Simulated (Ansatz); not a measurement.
TiB2:

```
Ti B
1.0
     3.02920    0.00000    0.00000
    -1.51460    2.62336    0.00000
     0.00000    0.00000    3.22840
Ti B
1 2
Direct
  0.00000 0.00000 0.00000
  0.66667 0.33333 0.50000
  0.33333 0.66667 0.50000
```

- Program: Ansatz 0.2.0
- Task: relaxation of cell and atoms
- Functional: PBEsol
- Dispersion: D3(BJ)-ATM
- Potentials or basis: Ansatz PAW
- Cutoff: 420 eV (not typed: the program's choice for these potentials)
- k mesh: 10 × 10 × 8
- Occupations: fermi-dirac, width 0.05 eV
- Spin: no spin polarisation

At the start: volume 8.55 Å³/atom.

Q: Where does the relaxation end?

A: It ends after 7 steps and the volume is 8.20 Å³/atom (-4.1 %); space group P6/mmm (No. 191, to 0.05 Å).

The path:
```csv
step,energy change (eV),largest force (eV/Å),volume (Å³)
1,0.0000,0.0000,25.66
2,-0.0364,0.0000,24.79
3,-0.0384,0.0000,24.58
4,-0.0385,0.0000,24.60
5,-0.0373,0.0000,24.60
6,-0.0373,0.0000,24.60
7,-0.0373,0.0000,24.60
```

Final structure:
```
CELL_PARAMETERS angstrom
2.99790 0.00000 0.00000
-1.49895 2.59626 0.00000
0.00000 0.00000 3.16014
ATOMIC_POSITIONS crystal
Ti 0.00000 0.00000 0.00000
B 0.66667 0.33333 0.50000
B 0.33333 0.66667 0.50000
```

Caveat: the plane-wave basis is chosen anew once the cell has moved, so the energies of steps on either side of that aren't comparable; pairwise dispersion overbinds metals, which lowers pressure and volume; the PAW data sets come from PBE, with cores solved anew for the run's functional, which leaves a small shift of forces and pressure.
